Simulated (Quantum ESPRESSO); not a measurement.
**Sn under changes of volume**

One of the cells (27.205 Å³/atom); the others are scaled copies at fixed shape and fractional positions:

```
Sn
1.0
    -1.89465    1.89465    1.89465
     1.89465   -1.89465    1.89465
     1.89465    1.89465   -1.89465
Sn
1
Cartesian
  0.0000 0.0000 0.0000
```

This isn't the form of Sn at room conditions, which is tetragonal (white tin).

* Program: Quantum ESPRESSO 7.5
* Functional: LDA
* Potentials or basis: GBRV 1.5 LDA
* Cutoff: 925 eV
* Density cutoff: 7401 eV
* k mesh: 10 × 10 × 10
* Occupations: fermi-dirac, width 0.05 eV
* Spin: no spin polarisation

| volume (Å³/atom) | energy over the lowest point (meV/atom) | pressure (GPa) |
| --- | --- | --- |
| 25.573 | 0.00 | -0.8 |
| 26.117 | 3.98 | -1.9 |
| 26.661 | 11.33 | -2.8 |
| 27.205 | ? | ? |
| 27.749 | 34.73 | -4.4 |
| 28.293 | 50.14 | -5.0 |
| 28.837 | 67.66 | -5.6 |

Task: What does the run at 27.205 Å³/atom give?

Result: Energy over the lowest point 21.72 meV/atom; pressure -3.7 GPa.

Worked out: A Birch-Murnaghan fit of order 3 (a polynomial in V^(-2/3)) to the other rows has its minimum at 25.27 Å³/atom, just outside them, with B0 = V·E''(V) = 55 GPa and B' = 4.5. It gives 21.69 meV/atom at 27.205 Å³/atom, against the run's 21.72, and -dE/dV = -3.5 GPa, against -3.7.

Energies are extrapolated to zero smearing.
